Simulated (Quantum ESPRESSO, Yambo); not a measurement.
# BeTe (F-43m): G0W0 on several meshes in Yambo, part 2 of 2

Wanted: mesh dependence and cost of G0W0 for BeTe (F-43m).

Quantum ESPRESSO 7.5 and Yambo 5.3.0; PBE and many-body steps on it, plane waves. Known limits of the many-body steps: not at the basis limit; exchange with frozen shells missing; no spin-orbit coupling; coarse k mesh.

So far. Step 4 (4×4×4): The gap on the mesh goes from 1.86 eV to 3.23 eV, a correction of +1.37 eV. Step 5 (Empty states on the mesh, 2×2×2 mesh, 121 bands): On this mesh the gap is 1.864 eV.

The database entry behind the starting cell differs from later determinations by our own check (an axis about 1.5 % short against later determinations), so it need not match the best structure at ambient conditions.

**6. Conversion and set-up**

This step: Yambo 5.3.0; conversion and set-up on PBE, plane waves, norm-conserving pseudopotentials.

Launch:

```
> (cd o/x.save; p2y > p2y.log; mv SAVE ../..); yambo > setup.log
```

What it wrote:

```text
 Yambo, version 5.3.0

 [02] CORE Variables Setup
 =========================

  [02.01] Unit cells
  ==================

  Cell kind             :  FCC
  Atoms in the cell     :  Be  Te
  number of Be atoms    :  1
  number of Te atoms    :  1

  List of atomic masses
  Mass of Be    :  9.012000
  Mass of Te    :  127.6000

  List of atomic coordinates    : [cc]
  Be1       :  0.000000  0.000000  0.000000  order 1
  Te1       :  2.617271  2.617271  2.617271  order 2

  Alat factors          :  5.234541  5.234541  5.234541 [a.u.]
  Direct lattice volume :  286.8573 [a.u.]
[...]
0.000000  0.000000  0.000000  0.000000  0.000000  0.000000  0.000000  0.000000

 [03] Transferred momenta grid and indexing
 ==========================================

 IBZ Q-points                                      :  3
 BZ  Q-points                                      :   8

 K/Q-points units:
 rlu = crystal or reduced units; cc = cartesian coordinates; iku = interal k-units

 Q [1]          [rlu]:  0.000000  0.000000  0.000000
 Q [2]          [rlu]:  0.12289E-16  0.12289E-16 -0.50000
 Q [3]          [rlu]: -0.44291E-16 -0.50000     -0.50000

  [03.01] X indexes
  =================

   [03.01.01] Sigma indexes
   ========================

 [06] Game Over & Game summary
```

It took 1.8 s on 1 MPI rank of Arm Neoverse V2, shared host; peak memory 0.24 GiB.

**7. 2×2×2**

This step: G0W0 on PBE, plane waves, norm-conserving pseudopotentials.

File gw11.in:

```
HF_and_locXC
gw0
dyson
ppa
em1d
rim_cut
RandQpts= 1000000
RandGvec= 1 RL
EXXRLvcs= 76 Ry
VXCRLvcs= 304 Ry
Chimod= "HARTREE"
% BndsRnXp
 1 | 121 |
%
NGsBlkXp= 10.5 Ry
% LongDrXp
 1 | 1 | 1 |
%
% GbndRnge
 1 | 121 |
%
DysSolver= "n"
ExtendOut
PPAPntXp= 27.21138 eV
% QPkrange
 1 | 1 | 9 | 12 |
 3 | 3 | 9 | 12 |
%
```

Launch:

```
> OMP_NUM_THREADS=1 mpirun -n 4 yambo -F gw11.in -J gw11 -C gw11 > gw11.log
```

What it wrote:

```text
 Yambo, version 5.3.0

 [02] CORE Variables Setup
 =========================

  [... cell, symmetries and grids as in the set-up ...]

  [02.05] Energies & Occupations
  ==============================

  [X] === General ===
  [X] Electronic Temperature                        :  0.000000  0.000000 [eV K]
  [X] Bosonic    Temperature                        :  0.000000  0.000000 [eV K]
  [X] Finite Temperature mode                       : no
  [X] El. density                                   :  0.47050E+24 [cm-3]
  [X] Fermi Level                                   :  8.437427 [eV]

  [X] === Gaps and Widths ===
  [X] Conduction Band Min                           :  1.864207 [eV]
  [X] Valence Band Max                              :  0.000000 [eV]
  [X] Filled Bands                                  :  10
  [X] Empty Bands                                   :   11  121
  [X] Direct Gap                                    :  3.605898 [eV]
  [X] Direct Gap localized at k                     :  1
  [X] Indirect Gap                                  :  1.864207 [eV]
  [X] Indirect Gap between kpts                     :  1  3
  [X] Last valence band width                       :  2.823145 [eV]
  [X] 1st conduction band width                     :  1.741691 [eV]

 [03] Transferred momenta grid and indexing
 ==========================================

 IBZ Q-points                                      :  3
 BZ  Q-points                                      :   8

 K/Q-points units:
 rlu = crystal or reduced units; cc = cartesian coordinates; iku = interal k-units

 Q [1]          [rlu]:  0.000000  0.000000  0.000000
 Q [2]          [rlu]:  0.12289E-16  0.12289E-16 -0.50000
 Q [3]          [rlu]: -0.44291E-16 -0.50000     -0.50000

 [04] Coloumb potential Random Integration (RIM)
[...]
[Hartree-Fock] El. density                        :  0.47050E+24 [cm-3]
  [Hartree-Fock] Fermi Level                        :  8.437427 [eV]

  [Hartree-Fock] === Gaps and Widths ===
  [Hartree-Fock] Conduction Band Min                :  3.239872 [eV]
  [Hartree-Fock] Valence Band Max                   : -1.210070 [eV]
  [Hartree-Fock] Filled Bands                       :  10
  [Hartree-Fock] Empty Bands                        :   11  121
  [Hartree-Fock] Direct Gap                         :  4.449942 [eV]
  [Hartree-Fock] Direct Gap localized at k          :  2
  [Hartree-Fock] Indirect Gap                       :  4.449942 [eV]
  [Hartree-Fock] Indirect Gap between kpts          :  2  2
  [Hartree-Fock] Last valence band width            :  4.966624 [eV]
  [Hartree-Fock] 1st conduction band width          :  5.495872 [eV]

 [08] Dyson equation: Newton solver
 ==================================

  [08.01] G0W0 (W PPA)
  ====================

  [  GW  ] Bands range     :    1  121
  [GW/PPA] G damping       :  0.100000 [eV]

  QP @ state[ 1 ] K range:  1  1
  QP @ state[ 1 ] b range:   9  12
  QP @ state[ 2 ] K range:  3  3
  QP @ state[ 2 ] b range:   9  12

   Sc/G bands                                       :    1  121
   Sc/G damping                                     :  0.100000 ev
   Sc bands terminator                              : no
   Sx RL components                                 :   3215

   QP @ state[ 1 ] K range                          :  1  1
   QP @ state[ 1 ] b range                          :   9  12
   QP @ state[ 2 ] K range                          :  3  3
   QP @ state[ 2 ] b range                          :   9  12
   GF energies kind                                 : Perdew, Burke & Ernzerhof(X)+Perdew, Burke & Ernzerhof(C)
   GF WF`s kind                                     : Perdew, Burke & Ernzerhof(X)+Perdew, Burke & Ernzerhof(C)
   Xs energies kind                                 : Perdew, Burke & Ernzerhof(X)+Perdew, Burke & Ernzerhof(C)
   Xs WF`s kind                                     : Perdew, Burke & Ernzerhof(X)+Perdew, Burke & Ernzerhof(C)

 [11] Game Over & Game summary
```

Run time: 5.7 s. Hardware: 4 MPI ranks; peak memory 1.1 GiB.

This step gave:

- G0W0 gap on the points computed: 3.108 eV
- starting gap on the mesh: 1.864 eV
- k of the valence top: 0, 0, 0
- k of the conduction bottom: 0, -0.5, -0.5
- least direct G0W0 gap on the computed points: 5.207 eV
- Z at the valence top: 0.8138
- Z at the conduction bottom: 0.8266

Against G0W0 in Yambo (4×4×4 mesh, 121 bands, screening to 142.9 eV, Godby-Needs plasmon pole), the gap moves by −0.126 eV.

**8. The runs together**

Times are wall times on 4 MPI ranks of Arm Neoverse V2, shared host, good to a factor of about two.

```csv
run,mesh,bands,screening cutoff (eV),DFT gap (eV),gap on the mesh (eV),direct (eV),time
4×4×4,4×4×4,121,142.9,1.864,3.235,5.248,46 s
2×2×2,2×2×2,121,142.9,1.864,3.108,5.207,5.7 s
```

**9. Outcome**

```json
{
  "4×4×4": "3.235 eV",
  "2×2×2": "3.108 eV",
  "known limits": "not at the basis limit; exchange with frozen shells missing; no spin-orbit coupling; coarse k mesh"
}
```

**Reading.** 2×2×2: −0.126 eV against 4×4×4. Bands and cutoff are finite, so the gap is not at the basis limit. The miss can reach some tenths of an eV and take either sign; the mesh is an error of its own. In the G0W0 runs levels were corrected at 2 k points alone, so a gap called «on the mesh» is the least over those, and an edge elsewhere would be missed. The 4×4×4 mesh is coarse for this cell, which bears on the long-range parts of exchange and screening. Mesh or cutoff lie under what a gap needs, so these runs test behaviour and cost; their gaps are not to be quoted. The norm-conserving file of at least one element keeps a d shell over frozen s and p shells of the same row. Exchange with those shells is missing from the self-energy, an error of 0.3 to 0.9 eV in cases checked, whose sign depends on which edge lies on those atoms. The many-body steps are scalar-relativistic: spin-orbit coupling is not in them.

[Paths, hosts, dates, memory and timing lines, banners, echoed tables and standing remarks are left out of the program output.]

[Logs are printed without paths, hosts, clocks, repeated set-up lines and the standing remarks that a program may print on its own settings, such as how far it seeks lower states.]

[Runs of the session that timed out or met a known fault of the program may be left out.]

[Hosts, paths, dates, database ids (printed as entryN), source tags and the programs' standing remarks are cut or masked in the printed files.]
